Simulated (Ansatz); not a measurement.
**What a trial cell of Ru relaxes into**

These are results of DFT PBEsol, scalar-relativistic, plane waves, PAW (Ansatz 0.2.0), not measurements. Cutoff 420 eV, Γ-centred k mesh, Gaussian smearing, no spin polarisation in the final step.

Ru was placed on the iodine structure type (Cmce, No. 64), at a guessed volume.

```
CELL_PARAMETERS angstrom
2.51758 -1.66393 0.00000
2.51758 1.66393 0.00000
0.00000 0.00000 6.78758
ATOMIC_POSITIONS crystal
Ru 0.85000 0.15000 0.11700
Ru 0.65000 0.35000 0.61700
Ru 0.15000 0.85000 0.88300
Ru 0.35000 0.65000 0.38300
```

Cell and atoms relax at zero pressure; the relaxation can't lower the symmetry of the start. After a coarse first stage the cell is made exact in the group found at 0.06 Å.

Energies count from the standard state of Ru at the same level.

Task: Describe the relaxed structure.

Result: It ends in Fm-3m (No. 225). The result has the fcc structure. Conventional cell: a = 3.769 Å. Ru is coordinated by 12 Ru at 2.66 Å.

```cif
data_structure
_symmetry_space_group_name_H-M 'Fm-3m'
_symmetry_Int_Tables_number 225
_cell_length_a 3.7686
_cell_length_b 3.7686
_cell_length_c 3.7686
_cell_angle_alpha 90.000
_cell_angle_beta 90.000
_cell_angle_gamma 90.000
_cell_volume 53.52
loop_
_atom_site_label
_atom_site_type_symbol
_atom_site_symmetry_multiplicity
_atom_site_Wyckoff_symbol
_atom_site_fract_x
_atom_site_fract_y
_atom_site_fract_z
_atom_site_occupancy
Ru1 Ru 4 a 0.00000 0.00000 0.00000 1
```

Task: What are its volume, energy, density and gap?

Result: The volume per atom is 13.38 Å³ and the density is 12.54 g/cm³. The energy over the standard structure is 0.12 eV/atom and the gap on the 28×28×28 mesh is 0 eV (a metal).

The final run used a 28×28×28 mesh on its 1-atom cell and 0.10 eV smearing. For metals, differences of a few meV/atom aren't resolved. A structure relaxed within its symmetry needn't be a true minimum.